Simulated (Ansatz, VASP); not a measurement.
## Se in VASP and in Ansatz

The input INCAR:

```
ALGO = Normal
EDIFF = 1E-6
ENCUT = 520
GGA = PE
ISIF = 2
ISMEAR = -1
LASPH = T
LCHARG = F
LREAL = F
LWAVE = F
NELM = 100
PREC = Accurate
SIGMA = 0.05
```

KPOINTS

```
k-points
0
Gamma
  9 9 9
```

POSCAR

```
Se
1.0
    2.8105630200      0.0000000000      0.0000000000
    0.0000000000      2.8105630200      0.0000000000
    0.0000000000      0.0000000000      2.6981404992
Se
1
Direct
    0.0000000000      0.0000000000      0.0000000000
```

Contents of input.yaml:

```yaml
crystal:
  lattice:
    - [2.81056302, 0.0, 0.0]
    - [0.0, 2.81056302, 0.0]
    - [0.0, 0.0, 2.6981404992]
  atoms:
    - { symbol: Se, position: [0.0, 0.0, 0.0] }
hamiltonian:
  xc: pbe
  pseudopotentials: { kind: paw }
kpoints:
  mp_grid: { grid: [9, 9, 9] }
scf:
  occupations: { method: fermi_dirac, width: 0.05 }
output:
  forces: true
  stress: true
  eigenvalues: true
```

Change from the starting cell: strain = -0.04.

Alike in both runs: task single point; functional PBE; k mesh 9 × 9 × 9; occupations fermi-dirac, width 0.05 eV; no spin polarisation.

|  | VASP | Ansatz |
| --- | --- | --- |
| version | VASP 6.6.1 | Ansatz 0.2.0 |
| potentials or method | VASP PAW PBE potentials, release 64 (Se) | Ansatz PAW |
| plane-wave cutoff (eV) | 520 | 420 |
| valence electrons in the cell | 6 | 16 |

VASP gave:

| Quantity | Value |
| --- | --- |
| gap on the k mesh at the Fermi level (eV) | none |
| pressure (GPa) | 5.7 |
| largest component of the traceless stress (GPa) | 2.20 |

Task: What did Ansatz give for the same quantities?

Result: gap on the k mesh at the Fermi level (eV): none; pressure (GPa): 5.6; largest component of the traceless stress (GPa): 2.20.

A gap of «none» marks a metal or a gap that the smearing closes. With one functional, cell and mesh, what is left measures potentials, basis and numerics. The two sets of potentials don't hold the same shells in valence.
